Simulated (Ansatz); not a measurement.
**Sn: a tetragonal deformation path**

The task here is to estimate one member of a computed series from the others.

Method: DFT PBEsol, scalar-relativistic, plane waves, PAW, in Ansatz 0.2.0.

## The system as given

The structure is tetragonal, space group I4/mmm (No. 139). Conventional cell: a = 3.182 Å, b = 3.182 Å, c = 5.831 Å, α = 90.00°, β = 90.00°, γ = 90.00°. Sn (site symmetry 4/mmm) has 4 Sn at 3.18 Å in its first shell of neighbours.

Structure file:

```xyz
1
Lattice="-1.5908 1.5908 2.9156 1.5908 -1.5908 2.9156 1.5908 1.5908 -2.9156" Properties=species:S:1:pos:R:3 pbc="T T T"
Sn    0.0000    0.0000    0.0000
```

The cell is taken as given, not relaxed at this level.

## Zero of energy

The reference gives a free energy of -5949.6836 eV, pressure -4.11 GPa, largest force 0.000 eV/Å and gap on the mesh none (metal). It was computed beforehand with the settings of the runs below.

The first run:

At fixed volume and fractional coordinates, lengths along (0.000, 0.000, 1.000) are scaled against those across it; ρ is that ratio over its starting value.

input.yaml

```yaml
crystal:
  lattice:
    - [-1.6793025856, 1.6793025856, 2.616262641]
    - [1.6793025856, -1.6793025856, 2.616262641]
    - [1.6793025856, 1.6793025856, -2.616262641]
  atoms:
    - { symbol: Sn, position: [0.0, 0.0, 0.0] }
basis:
  ecutwfc: 420
kpoints:
  mp_grid: { grid: [24, 24, 24] }
hamiltonian:
  xc: pbesol
scf:
  occupations: { method: gaussian, width: 0.15 }
output:
  forces: true
  stress: true
  eigenvalues: true
```

The run is started by

```sh
$ ansatz run input.yaml --threads 1 --pin off --max-ram 2560MiB --backend cpu --events-out ev --progress --plain --runs-dir out
```

Among the steps run: Point ρ = 0.850; At ρ = 1.200; ρ = 0.920; Point ρ = 1.100; ρ = 0.960; ρ = 1.050; ρ = 0.800; Point ρ = 1.300.

One table of the session follows, with a row left open; its other results are not shown here.

It belongs to the step «The scan collected». 

| ρ | ΔE (meV/atom) | pressure (GPa) |
| --- | --- | --- |
| 0.800 | -27.0 | -4.6 |
| 0.850 | -25.5 | -4.6 |
| 0.920 | -17.3 | -4.5 |
| 0.960 | -9.9 | -4.3 |
| 1.000 | 0.0 | -4.1 |
| 1.050 | ? | ? |
| 1.100 | 38.0 | -3.1 |
| 1.200 | 96.6 | -1.5 |
| 1.300 | 177.5 | 0.6 |

Q: Estimate the row for ρ = 1.050 from the others.

Worked estimate for «ΔE (meV/atom)». A straight line through the neighbours (1.000, 0.0) and (1.100, 38.0) gives 0.0 + (38.0 − 0.0) × (1.050 − 1.000) / (1.100 − 1.000) = 19.0; a parabola fitted to 4 rows on both sides gives 16.4.

The run gave: ΔE (meV/atom): 16.7; pressure (GPa): -3.7. In «ΔE (meV/atom)» the line misses by +2.3 and the parabola by -0.3.
